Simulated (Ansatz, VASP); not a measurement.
Two plane-wave programs on GaN

```
CELL_PARAMETERS angstrom
3.21843 0.00000 0.00000
-1.60921 2.78724 0.00000
0.00000 0.00000 5.24303
ATOMIC_POSITIONS crystal
Ga 0.33333 0.66667 0.99913
Ga 0.66667 0.33333 0.49913
N 0.33333 0.66667 0.37587
N 0.66667 0.33333 0.87587
```

Alike in both runs: functional PBE; k mesh 12 × 12 × 6; occupations gaussian, width 0.02 eV; no spin polarisation.

Ansatz relaxed the structure, and its values are those at the end. VASP's run is a single point on that final structure, the one shown.

|  | VASP | Ansatz |
| --- | --- | --- |
| version | VASP 6.6.1 | Ansatz 0.2.0 |
| potentials or method | VASP PAW PBE potentials, release 64 (Ga_d, N) | scalar-relativistic, plane waves, PAW |
| plane-wave cutoff (eV) | 520 | 420 |
| valence electrons in the cell | 36 | 36 |

```tsv
	VASP	Ansatz	Ansatz less VASP
gap on the k mesh at the Fermi level (eV)	1.72	1.71	-0.005
least direct gap on the mesh (eV)	1.72	1.71	-0.005
pressure (GPa)	0.1	0.0	-0.12
```

A hybrid or GW would open this gap; PBE tends to underestimate it.
